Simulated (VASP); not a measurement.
# N2 in VASP: relaxation of the atoms with r2SCAN

Aim: the relaxation of the atoms of N2 with r2SCAN.

Everything below comes from runs of VASP 6.6.1. Logs are shortened: lines on timing, memory, paths and dates and some standing lists are left out, and cuts for length are marked.

### 1 Starting point

The cell holds a molecule in a box, 2 atoms: a = 10.000 Å, b = 10.500 Å, c = 11.000 Å, α = 90.00°, β = 90.00°, γ = 90.00°.

### 2 Relaxation of the atoms, r2SCAN

INCAR

```
ALGO = Normal
EDIFF = 1E-7
EDIFFG = -0.005
ENCUT = 520
IBRION = 2
ISIF = 2
ISMEAR = 0
ISYM = 0
LASPH = True
LCHARG = False
LMIXTAU = True
LREAL = False
LWAVE = False
METAGGA = R2SCAN
NELM = 80
NSW = 90
PREC = Accurate
SIGMA = 0.02
```

KPOINTS

```
k-points
0
Gamma
  1 1 1
```

POSCAR

```
N
1.0
   10.0000000000      0.0000000000      0.0000000000
    0.0000000000     10.5000000000      0.0000000000
    0.0000000000      0.0000000000     11.0000000000
N
2
Direct
    0.5000000000      0.5000000000      0.4500000000
    0.5000000000      0.5000000000      0.5500000000
```

Potentials or basis: VASP PAW PBE potentials, release 64 (N).

Started as:

```
$ cat potpaw_PBE.64/N/POTCAR > POTCAR
$ mpirun -np 1 vasp_std > vasp.out
```

OUTCAR:

```text
EDIFF = 1E-7
   EDIFFG = -0.005
   ENCUT = 520
   IBRION = 2
   ISIF = 2
   ISMEAR = 0
   ISYM = 0
   LASPH = True
   LREAL = False
   METAGGA = R2SCAN
   NELM = 80
   NSW = 90
   PREC = Accurate

 ion  position               nearest neighbor table
   1  0.500  0.500  0.450-   2 1.10
   2  0.500  0.500  0.550-   1 1.10

IMPORTANT INFORMATION: All symmetrisations will be switched off!
NOSYMM: (Re-)initialisation of all symmetry stuff for point group C_1.

----------------------------------------------------------------------------------------

                                     Primitive cell

  volume of cell :    1155.0000

  direct lattice vectors                    reciprocal lattice vectors
    10.000000000  0.000000000  0.000000000     0.100000000  0.000000000  0.000000000
     0.000000000 10.500000000  0.000000000     0.000000000  0.095238095  0.000000000
     0.000000000  0.000000000 11.000000000     0.000000000  0.000000000  0.090909091

  length of vectors
    10.000000000 10.500000000 11.000000000     0.100000000  0.095238095  0.090909091

  position of ions in fractional coordinates (direct lattice)
     0.500000000  0.500000000  0.450000000
     0.500000000  0.500000000  0.550000000

  ion indices of the primitive-cell ions
   primitive index   ion index
                 1           1
                 2           2

----------------------------------------------------------------------------------------

 KPOINTS: k-points

Automatic generation of k-mesh.
 Grid dimensions read from file:
 generate k-points for:    1    1    1

 Generating k-lattice:

  Cartesian coordinates                     Fractional coordinates (reciprocal lattice)
     0.100000000  0.000000000  0.000000000     1.000000000  0.000000000  0.000000000
     0.000000000  0.095238095  0.000000000     0.000000000  1.000000000  0.000000000
     0.000000000  0.000000000  0.090909091     0.000000000  0.000000000  1.000000000

  Length of vectors
     0.100000000  0.095238095  0.090909091

  Shift w.r.t. Gamma in fractional coordinates (k-lattice)
     0.000000000  0.000000000  0.000000000

 Subroutine IBZKPT returns following result:
 ===========================================

 Found      1 irreducible k-points:

 Following reciprocal coordinates:
            Coordinates               Weight
  0.000000  0.000000  0.000000      1.000000
   k-points           NKPTS =      1   k-points in BZ     NKDIM =      1   number of bands    NBANDS=      9
   number of dos      NEDOS =    301   number of ions     NIONS =      2
   total plane-waves  NPLWV = 537600
   dimension x,y,z NGX =    80 NGY =   80 NGZ =   84
   dimension x,y,z NGXF=   160 NGYF=  160 NGZF=  168
   ions per type =               2
   NGX,Y,Z   is equivalent  to a cutoff of  13.30, 12.67, 12.70 a.u.
   NGXF,Y,Z  is equivalent  to a cutoff of  26.60, 25.33, 25.39 a.u.
 SYSTEM =  unknown system
   PREC   = accura    normal or accurate (medium, high low for compatibility)
   ISTART =      0    job   : 0-new  1-cont  2-samecut
   ICHARG =      2    charge: 1-file 2-atom 10-const
   ISPIN  =      1    spin polarized calculation?
   LNONCOLLINEAR =      F non collinear calculations
   LSORBIT =      F    spin-orbit coupling
   LASPH  =      T    aspherical Exc in radial PAW
   ENCUT  =  520.0 eV  38.22 Ry    6.18 a.u.  18.59 19.52 20.45*2*pi/ulx,y,z
   NELM   =     80;   NELMIN=  2; NELMDL= -5     # of ELM steps
   EDIFF  = 0.1E-06   stopping-criterion for ELM
   LREAL  =      F    real-space projection
   EDIFFG = -.5E-02   stopping-criterion for IOM
   NSW    =     90    number of steps for IOM
   IBRION =      2    ionic relax: 0-MD 1-quasi-New 2-CG
   NFREE  =      1    steps in history (QN), initial steepest desc. (CG)
   ISIF   =      2    stress and relaxation
   ISYM   =      0    0-nonsym 1-usesym 2-fastsym
   POTIM  = 0.5000    time-step for ionic-motion
   TEBEG  =    0.0;   TEEND  =   0.0 temperature during run
   PSTRESS=    0.0 pullay stress
   NELECT =      10.0000    total number of electrons
   NUPDOWN=      -1.0000    fix difference up-down
   EMIN   =  10.00;   EMAX   =-10.00  energy-range for DOS
   EFERMI =   0.00;   METHOD = LEGACY
   ISMEAR =     0;   SIGMA  =   0.02  broadening in eV -4-tet -1-fermi 0-gaus
   EFERMI_NEDOS =   21; number of points for ismear=-14 and -15
   IALGO  =     38    algorithm
   IMIX   =      4    mixing-type and parameters
     AMIX     =   0.40;   BMIX     =  1.00
     AMIX_MAG =   1.60;   BMIX_MAG =  1.00
  volume/ion in A,a.u.               =     577.50      3897.16
  Fermi-wavevector in a.u.,A,eV,Ry     =   0.336161  0.635252  1.537517  0.113004
  Thomas-Fermi vector in A             =   1.236311
   LORBIT       =      0    0 simple, 1 ext, 2 COOP (PROOUT), +10 PAW based schemes
   METAGGA = R2SCAN    functional components
   LHFCALC =     F    Hartree Fock is set to
   AEXX    =    0.0000 exact exchange contribution
   IVDW    =     0    specifies the selected vdW correction
   LEPSILON=     F    determine dielectric tensor
   LRPA    =     F    only Hartree local field effects (RPA)
 conjugate gradient relaxation of ions
 non-spin polarized calculation
 Gauss-broadening in eV      SIGMA  =   0.02
  energy-cutoff  :      520.00
  volume of cell :     1155.00
 maximum number of plane-waves:     31095
 NGX is ok and might be reduce to    80
   NGX = 37   NGY = 39   NGZ = 41

--------------------------------------- Ionic step        1  -------------------------------------------

 number of electron      10.0000002 magnetization

 Free energy of the ion-electron system (eV)
  ---------------------------------------------------
  ext. energy  EPLUGINS =         0.00000000
  ---------------------------------------------------
  free energy    TOTEN  =       -18.21166358 eV

  energy without entropy =      -18.21166358  energy(sigma->0) =      -18.21166358

------------------------ aborting loop EDIFF was not reached (unconverged)  ----------------------------

  FORCE on cell =-STRESS in cart. coord.  units (eV):
  Direction    XX          YY          ZZ          XY          YZ          ZX
  --------------------------------------------------------------------------------------
  -------------------------------------------------------------------------------------
  Total       -0.1016265     -0.1010065      1.1053241      0.0000025     -0.0000022      0.0000006
  in kB       -0.1409729     -0.1401129      1.5332685      0.0000035     -0.0000030      0.0000009
  external PRESSURE =       0.4173943 kB  Pullay stress =       0.0000000 kB
[... 95 lines left out ...]
--------------------------------------- Ionic step        4  -------------------------------------------

 number of electron      10.0000003 magnetization

 Free energy of the ion-electron system (eV)
  ---------------------------------------------------
  ext. energy  EPLUGINS =         0.00000000
  ---------------------------------------------------
  free energy    TOTEN  =       -18.21539437 eV

  energy without entropy =      -18.21539437  energy(sigma->0) =      -18.21539437

 E-fermi : -10.3729     XC(G=0):  -0.3191

 val. band max:      -10.5555760844   @ k =   0.0000   0.0000   0.0000
 cond. band min:      -1.6499620979   @ k =   0.0000   0.0000   0.0000
 fundamental gap:      8.9056139865
 Fermi energy:       -10.3729372863

 k-point     1 :       0.0000    0.0000    0.0000
  band No.  band energies     occupation
      1     -29.5461      2.00000
      2     -14.1604      2.00000
      3     -11.8241      2.00000
      4     -11.8241      2.00000
      5     -10.5556      2.00000
      6      -1.6500      0.00000
      7      -1.6499      0.00000
      8       0.1135      0.00000
      9       1.3058      0.00000
[... 27 lines left out ...]
  FREE ENERGIE OF THE ION-ELECTRON SYSTEM (eV)
  ---------------------------------------------------
  free  energy   TOTEN  =       -18.2153943710 eV

  energy  without entropy=      -18.2153943710  energy(sigma->0) =      -18.21539437

 reached required accuracy - stopping structural energy minimisation
```

Wall time 29 min (1 thread of Intel Xeon Platinum 8259CL at 2.50GHz (Skylake/Cascade Lake), shared host); peak memory 1.3 GiB.

Results:

```yaml
Free_energy: -18.2154 eV
Energy_gained_by_relaxing: 1.9 meV/atom
Ionic_steps: 4
Gap_between_the_frontier_levels: 8.91 eV
```

The path:
| step | energy change (eV) | largest force (eV/Å) | pressure (GPa) |
| --- | --- | --- | --- |
| 1 | 0.0000 | 1.1110 | 0.04 |
| 2 | 0.6275 | 11.0417 | -0.62 |
| 3 | -0.0037 | 0.0357 | -0.01 |
| 4 | -0.0037 | 0.0011 | -0.01 |

Final structure:
```
CELL_PARAMETERS angstrom
10.00000 0.00000 0.00000
0.00000 10.50000 0.00000
0.00000 0.00000 11.00000
ATOMIC_POSITIONS crystal
N 0.50000 0.50000 0.44969
N 0.50000 0.50000 0.55031
```

Caveat: the standard files for N, O and F lose accuracy on very short bonds; the PAW data sets were made with another functional, which shifts forces and pressure a little. r2SCAN opens gaps a little over a GGA but as a rule still falls short of measured ones.
